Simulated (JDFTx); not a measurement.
**LiF (Griceite) under changes of volume**

One of the cells (8.169 Å³/atom); the others are scaled copies at fixed shape and fractional positions:

```
F Li
1.0
     0.00000    2.01400    2.01400
     2.01400    0.00000    2.01400
     2.01400    2.01400    0.00000
F Li
1 1
Direct
  0.50000 0.50000 0.50000
  0.00000 0.00000 0.00000
```

| Item | Value |
| --- | --- |
| Program | JDFTx 1.7.0 (patched build) |
| Functional | PBEsol |
| Potentials or basis | PseudoDojo-SR-PBEsol-0.4.1-standard with smoothed tails |
| Cutoff | 1143 eV |
| Density cutoff | 9143 eV |
| k mesh | 11 × 11 × 11 |
| Occupations | fermi-dirac, width 0.05 eV |
| Spin | no spin polarisation |

| volume (Å³/atom) | energy over the lowest point (meV/atom) | pressure (GPa) | gap on the mesh (eV) |
| --- | --- | --- | --- |
| 7.679 | ? | ? | ? |
| 7.842 | 0.82 | 1.6 | 9.31 |
| 8.006 | 0.00 | 0.0 | 9.12 |
| 8.169 | 0.70 | -1.4 | 8.94 |
| 8.333 | 2.78 | -2.7 | 8.77 |
| 8.496 | 6.09 | -3.8 | 8.61 |
| 8.659 | 10.50 | -4.8 | 8.45 |

**Question.** What does the run at 7.679 Å³/atom give?

**Answer.** Energy over the lowest point 3.33 meV/atom; pressure 3.3 GPa; gap on the mesh 9.51 eV.

Worked out: A Birch-Murnaghan fit of order 3 (a polynomial in V^(-2/3)) to the other rows has its minimum at 8.01 Å³/atom with B0 = V·E''(V) = 73 GPa and B' = 4.1. It gives 3.32 meV/atom at 7.679 Å³/atom, against the run's 3.33, and -dE/dV = 3.3 GPa, against 3.3. A straight line through the other rows of the gap, of slope -8.65 eV per unit of ln V (its deformation potential), extrapolates to 9.48 eV, against the run's 9.51.

Energies are extrapolated to zero smearing.

Caveats: an odd mesh through Γ misses points on the zone boundary, where band edges often lie.
